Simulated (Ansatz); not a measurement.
Al₂Ru films: biaxial stress and wafer bow

Plane-wave DFT in Ansatz, PBEsol, scalar-relativistic PAW potentials, cutoff 420 eV, no spin-orbit coupling; no spin polarisation. Al₂Ru in space group I4/mmm, a structure that wasn't matched to a measured phase, strained equally along a and b of the conventional cell, with c and the atoms relaxed within the symmetry (a film with c along the normal). Stress is the in-plane mean, tension positive.

```csv
strain (%),stress (GPa),E − E(0) (meV/atom)
-3.0,-10.81,26.8
-2.0,-7.03,11.7
-1.0,-3.42,2.8
+0.0,0.00,0.0
+1.0,3.16,2.9
+2.0,?,10.9
+3.0,8.83,23.7
```

Q: Fit the stress, get the biaxial modulus and predict the missing row.

A: A parabola through the given rows is σ = -0.02 + 3.277 ε -0.1086 ε² GPa (ε in %), so M = dσ/dε = 328 GPa at zero. It predicts 6.10 GPa at +2.0 %; the run gave 6.07 GPa. The miss is 0.03 GPa, so the fit holds. The negative square term means that the film is stiffer in compression than in tension. The energies check it: E/V = Mε² at small strain, and a cubic fit with V = 13.68 Å³/atom gives M = 329 GPa, in agreement.

Q: How much does a 100 nm film at +0.5 % strain bow a 300 mm Si(001) wafer 775 μm thick?

A: The fit, without its small constant, gives σ = 1.61 GPa. Stoney's formula, κ = 6σt_f/(M_s t_s²) with M_s = 180.5 GPa for Si(001) (literature), gives |κ| = 8.91×10⁻³ m⁻¹ and a bow κr²/2 = 100.2 μm at r = 150 mm, with the film side concave (tension pulls the edges up). This assumes a single-crystal or fully textured, unrelaxed film at 0 K.

The cell has no gap in any row, so the stresses hang on mesh and smearing.

Cost: about 5.2 core-minutes for the runs cited, on Arm Neoverse V2 (shared hosts).

The film is stiff in its plane, with a biaxial modulus of 328 GPa against 180.5 GPa for the silicon beneath it. This probably reflects directional bonding between Ru d and Al sp states, on top of the metallic cohesion. The curvature of the stress is ordinary anharmonicity: repulsion climbs steeply as in-plane distances shrink, while stretched bonds lose restoring force. The energies show the same asymmetry at ±2 and ±3 % but not at ±1 %, where the tensile value is marginally the higher; a difference that small is probably numerical.

The missing gap disagrees with what is known of Al₂Ru, whose orthorhombic TiSi₂-type phase is a narrow-gap semiconductor owing to d–p hybridisation. The different stacking in the tetragonal cell is the likely cause, though a semilocal functional may also close a small gap. The modulus therefore shouldn't be carried over to the orthorhombic phase untested. The bow follows from an assumed strain, so it shows how strongly a wafer would respond, not what stress deposition would leave in the film.
